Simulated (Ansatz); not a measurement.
MgF2 (P4_2/mnm) from a database of computed structures, relaxed with r2SCAN, was run in Ansatz under altered settings. All numbers are computed, without spin polarisation but where a row says otherwise.

```
CELL_PARAMETERS angstrom
4.62190 0.00000 0.00000
0.00000 4.62209 0.00000
0.00000 0.00000 3.04615
ATOMIC_POSITIONS crystal
Mg 0.50000 0.50000 0.50000
Mg 0.00000 0.00000 0.00000
F 0.80291 0.19701 0.50000
F 0.19709 0.80299 0.50000
F 0.30291 0.30299 0.00000
F 0.69709 0.69701 0.00000
```

The base run's other keys:
```yaml
kpoints:
  mp_grid: { grid: [4, 4, 4] }
hamiltonian:
  xc: hse06
scf:
  occupations: { method: fixed }
  n_extra_bands: 5
```

It takes 12 iterations with 1259 plane waves at 420 eV and 27 k points, and leaves a mean stress of +1.10 GPa. The gap over this mesh is 9.471 eV. It ran on 4 threads of Arm Neoverse N1, with other jobs on the host.

Outcomes, with energy and stress as changes against the base:
```csv
setting,outcome,ΔF (meV/atom),Δ mean stress (GPa),gap on the mesh (eV),iterations,wall time
"PBE hybrid, exx coeff 1.0, omega 0.2078 1/Å",converged,–,-10.3,16.732,20,37 s
scf.occupations: methfessel_paxton 0.5,converged,0.0,0.0,9.471,12,27 s
```
A dash marks a value that wasn't obtained or can't be compared. Stress is positive in compression. The base took 28 s.

- PBE hybrid, exx coeff 1.0, omega 0.2078 1/Å. That is 100 % exact exchange, screened with ω = 0.2078 1/Å, against HSE06's 25 % screened at 0.208 1/Å. The mean stress moves by -10.3 GPa and the gap on the mesh by +7.260 eV (to 16.732). Totals of different functionals aren't comparable.

Within 1 meV an atom, 0.1 GPa and 0.005 eV of the base stay: scf.occupations: methfessel_paxton 0.5.

The program warns that its thresholds are loose for a hybrid's stress.

The meshes of the hybrids are coarse, so their gaps aren't converged to the digits shown.
